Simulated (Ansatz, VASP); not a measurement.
**One calculation of InO5, two programs**

INCAR

```
SYSTEM = InO5
PREC = Accurate
ENCUT = 520
EDIFF = 1E-7
ISMEAR = 0
SIGMA = 0.1
LREAL = .FALSE.
LASPH = .TRUE.
NELM = 60
ALGO = Normal
ISIF = 2
LWAVE = .FALSE.
LCHARG = .FALSE.
GGA = PE
NBANDS = 30
```

File KPOINTS:

```
Automatic mesh
0
G
  4 4 4
  0 0 0
```

File POSCAR:

```
InO5
1.0
    0.0000000000      3.2523264600      3.2523264600
    3.2523264600      0.0000000000      3.2523264600
    3.2523264600      3.2523264600      0.0000000000
In O
1 5
Direct
    0.0000000000      0.0000000000      0.0000000000
    0.3750000000      0.3750000000      0.8750000000
    0.3750000000      0.8750000000      0.3750000000
    0.8750000000      0.3750000000      0.3750000000
    0.3750000000      0.3750000000      0.3750000000
    0.7500000000      0.7500000000      0.7500000000
```

Input for Ansatz:

```yaml
crystal:
  lattice:
    - [0.0, 3.25232646, 3.25232646]
    - [3.25232646, 0.0, 3.25232646]
    - [3.25232646, 3.25232646, 0.0]
  atoms:
    - { symbol: In, position: [0.0, 0.0, 0.0] }
    - { symbol: O, position: [0.375, 0.375, 0.875] }
    - { symbol: O, position: [0.375, 0.875, 0.375] }
    - { symbol: O, position: [0.875, 0.375, 0.375] }
    - { symbol: O, position: [0.375, 0.375, 0.375] }
    - { symbol: O, position: [0.75, 0.75, 0.75] }
basis:
  ecutwfc: 420
kpoints:
  mp_grid: { grid: [4, 4, 4] }
hamiltonian:
  xc: pbe
scf:
  occupations: { method: gaussian, width: 0.1 }
  lower_state_search: "off"
output:
  forces: true
  stress: true
  eigenvalues: true
```

Change from the starting cell: species swapped into the ErCu5 type (F-43m, No. 216).

Alike in both runs: task single point; functional PBE; k mesh 4 × 4 × 4; occupations gaussian, width 0.1 eV; no spin polarisation.

|  | VASP | Ansatz |
| --- | --- | --- |
| version | VASP 6.6.1 | Ansatz 0.2.0 |
| potentials or method | VASP PAW PBE potentials, release 64 (In_d, O) | scalar-relativistic, plane waves, PAW |
| plane-wave cutoff (eV) | 520 | 420 |
| valence electrons in the cell | 43 | 43 |

```csv
,VASP,Ansatz,Ansatz less VASP
gap on the k mesh at the Fermi level (eV),none,none,-
pressure (GPa),-16.2,-16.0,+0.18
rms of the force components (eV/Å),0.022,0.020,-0.0022
```

A gap of «none» marks a metal or a gap that the smearing closes. With one functional, cell and mesh, what is left measures potentials, basis and numerics.

Caveats: the k mesh is coarse (spacing up to 0.42 Å⁻¹), so the values aren't converged; so large a pressure means that the cell lies far from this level's equilibrium, or that cutoff or potentials fall short (VASP); an odd number of electrons without spin polarisation forces a metal; a magnetic or distorted state may lie lower.
